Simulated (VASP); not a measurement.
Here is a VASP 6.6.1 calculation.

The input INCAR:

```
SYSTEM = Ge
  PREC = Accurate
  ENCUT = 300
  EDIFF = 1E-6
  ISMEAR = 0
  SIGMA = 0.02
  LREAL = .False.
  LASPH = .True.
  NELM = 80
  ALGO = Normal
  ISIF = 3
  LWAVE = .False.
  LCHARG = .False.
  IBRION = 2
  NSW = 60
  EDIFFG = -0.01
```

KPOINTS

```
regular mesh
0
Gamma
  8 8 8
  0 0 0
```

File POSCAR:

```
Ge
1.0
    0.0000000000      2.8125000000      2.8125000000
    2.8125000000      0.0000000000      2.8125000000
    2.8125000000      2.8125000000      0.0000000000
Ge
2
Direct
    0.0000000000      0.0000000000      0.0000000000
    0.2500000000      0.2500000000      0.2500000000
```

Potentials or basis: VASP PAW LDA potentials, release 64 (Ge).

Launch:

```bash
$ cat potpaw_LDA.64/Ge/POTCAR > POTCAR
$ mpirun -np 1 vasp_std > vasp.out
```

Q: Estimate the band gap on the k mesh.

A: None (metal or under the smearing width).

Q: What does it give for the relaxed volume?

A: 22.50 Å³/atom.

The path:
```csv
step,energy change (eV),largest force (eV/Å),pressure (GPa),volume (Å³)
1,0.0000,0.0000,0.74,44.49
2,-0.0011,0.0000,-0.24,45.16
3,-0.0012,0.0000,0.01,45.01
```

Caveat: this crystal is a semiconductor, whose small gap the functional closes, so the metal is an error of the method.
